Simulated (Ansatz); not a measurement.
## One atom moved along a line in TiC

These are results of Ansatz 0.2.0, DFT PBEsol, scalar-relativistic, plane waves, PAW, not measurements. Settings: plane waves to 420 eV, k-mesh 14×14×14 (Γ-centred), Gaussian smearing 0.15 eV. No spin polarisation. Energies are free energies at this smearing, counted from the undisturbed cell; pressure is positive in compression.

The undisturbed cell (relaxed at this level):

```
Ti C
1.0
     4.29337    0.00000    0.00000
     0.00000   -4.29337    0.00000
     0.00000    0.00000   -4.29337
Ti C
4 4
Direct
  0.00000 0.00000 0.00000
  0.50000 0.50000 0.00000
  0.50000 0.00000 0.50000
  0.00000 0.50000 0.50000
  0.50000 0.00000 0.00000
  0.00000 0.50000 0.00000
  0.00000 0.00000 0.50000
  0.50000 0.50000 0.50000
```

Atom 1 (Ti) is moved by x along the Cartesian unit vector (1.000, 0.000, 0.000); the cell and all other atoms stay fixed. The cell is metallic on the mesh throughout.

```csv
x (Å),ΔE (meV/cell)
-0.2000,345.4
-0.0667,37.0
0.0000,0.0
0.1333,149.6
```

**Question.** Predict the force along x on the moved atoms (eV/Å) at each point.

**Answer.**
```
  x (Å) force along x on the moved atoms (eV/Å)
-0.2000                                     3.62
-0.0667                                     1.11
 0.0000                                     0.00
 0.1333                                    -2.29
```